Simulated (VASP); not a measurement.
Write the native input for VASP 6.6.1 that does the following.

```yaml
Task: relaxation of cell and atoms
Functional: PBE
Dispersion: D3(BJ)
Potentials_or_basis: VASP PAW PBE potentials, release 64 (Zn, S)
Cutoff: 600 eV
k_mesh: 10 × 10 × 10
Occupations: gaussian, width 0.03 eV
Spin: no spin polarisation
Further_INCAR_settings: ALGO = Normal; EDIFF = 1e-07; IBRION = 2; EDIFFG = -0.005; NSW = 90; ISIF = 3
```

The structure of ZnS lies in POSCAR:

```
ZnS                                     
1.0
    0.0000000000      2.6897035723      2.6897035723
    2.6897035723      0.0000000000      2.6897035723
    2.6897035723      2.6897035723      0.0000000000
  Zn              S             
     1     1
Direct
     0.2500000000000000    0.2500000000000000    0.2500000000000000
     0.0000000000000000    0.0000000000000000    0.0000000000000000
```

The input as run:

INCAR

```
SYSTEM = ZnS
PREC = Accurate ; ENCUT = 600
EDIFF = 1E-7 ; ISMEAR = 0
SIGMA = 0.03 ; LREAL = .FALSE.
LASPH = .TRUE. ; NELM = 80
ALGO = Normal ; ISIF = 3
LWAVE = .FALSE. ; LCHARG = .FALSE.
GGA = PE ; IVDW = 12
IBRION = 2 ; NSW = 90
EDIFFG = -0.005
```

KPOINTS

```
regular mesh
0
G
  10 10 10
  0 0 0
```

Potentials or basis: VASP PAW PBE potentials, release 64 (Zn, S).

Command:

```sh
$ cat potpaw_PBE.64/Zn/POTCAR potpaw_PBE.64/S/POTCAR > POTCAR
$ mpirun -np 1 vasp_std > vasp.out
```

It gave:

```json
{
  "Pressure after relaxing": "0.0 GPa",
  "Band gap on the k mesh": "2.18 eV, direct",
  "Dispersion energy per atom": "-0.313 eV"
}
```

Caveat: the relaxation stopped at its first step, so nothing moved.

Run time: 26 s on 1 thread of Intel(R) Xeon(R) 6975P-C (Granite Rapids), on a shared host, peak memory 0.19 GiB.
